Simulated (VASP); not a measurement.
Write the native input for VASP 6.6.1 that does the following.

```
Task                   : single point
Functional             : PBE
Dispersion             : D3(BJ)
Potentials or basis    : VASP PAW PBE potentials, release 64 (Si)
Cutoff                 : 520 eV
k mesh                 : 21 × 21 × 10
Occupations            : gaussian, width 0.15 eV
Spin                   : no spin polarisation
Dipole correction      : no
Further INCAR settings : ALGO = Normal; EDIFF = 1e-06; NBANDS = 11
```

The structure of Si lies in POSCAR:

```
Si
1.0
    2.6655775094      0.0000000000      0.0000000000
   -1.3327887547      2.3084578389      0.0000000000
    0.0000000000      0.0000000000      4.5062692700
Si
2
Direct
    0.3333333333      0.6666666667      0.2500000000
    0.6666666667      0.3333333333      0.7500000000
```

This isn't the form of Si at room conditions, which is diamond.

One way to write it, as run:

INCAR

```
SYSTEM = Si
  PREC = Accurate
  ENCUT = 520
  EDIFF = 1E-6
  ISMEAR = 0
  SIGMA = 0.15
  LREAL = .FALSE.
  LASPH = .TRUE.
  NELM = 100
  ALGO = Normal
  ISIF = 2
  LWAVE = .FALSE.
  LCHARG = .FALSE.
  GGA = PE
  IVDW = 12
  NBANDS = 11
```

KPOINTS

```
Automatic mesh
0
G
  21 21 10
  0 0 0
```

Potentials or basis: VASP PAW PBE potentials, release 64 (Si).

Command:

```sh
$ cat potpaw_PBE.64/Si/POTCAR > POTCAR
$ mpirun -np 1 vasp_std > vasp.out
```

It gave:

- Pressure: -2.2 GPa
- Band gap on the k mesh: none (metal or under the smearing width)
- Dispersion energy per atom: -0.448 eV

Caveat: pairwise dispersion overbinds metals, which lowers pressure and volume.

Wall time 48 s on 1 thread of AMD EPYC 7R13 Processor (Zen 3), with other jobs on the host, peak memory 0.17 GiB.
